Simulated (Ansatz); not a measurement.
BaO (started from an entry of an open crystallographic database) (r2SCAN geometry), in Ansatz:

Space group Fm-3m (No. 225). a = 5.544 Å, b = 5.544 Å, c = 5.544 Å, α = 90.00°, β = 90.00°, γ = 90.00°

| atom | site | symmetry | x | y | z |
| --- | --- | --- | --- | --- | --- |
| Ba | 4a | m-3m | 0.0000 | 0.0000 | 0.0000 |
| O | 4b | m-3m | 0.5000 | 0.0000 | 0.0000 |

G0W0@PBE with 233 empty bands, a screening cutoff of 180 eV and a 6×6×6 mesh (PAW, contour deformation) gives 3.255 eV over the mesh points, from a PBE gap of 2.050 eV; it sums over 241 bands with 259 plane waves in the screening and a wave cutoff of 420 eV. G0W0 values are finite-basis, finite-mesh values. No spin polarisation and no zero-point or thermal motion.

(1) Estimate the gap with starting point HSE06.

(2) Estimate the gap with starting point r2SCAN.

(3) Estimate the gap with frequency model Godby-Needs pole.

(4) Estimate the gap with mesh 8×8×8, empty bands 69, screening cutoff 80 eV.

## Answers

(1) 3.861 eV (+0.606 eV), from a Kohn-Sham gap of 3.321 eV.

(2) 3.402 eV (+0.147 eV), from a Kohn-Sham gap of 2.376 eV.

(3) 3.162 eV (-0.093 eV), from a Kohn-Sham gap of 2.050 eV.

(4) 3.033 eV (-0.222 eV), from a Kohn-Sham gap of 2.050 eV.

Spin-orbit coupling is left out.
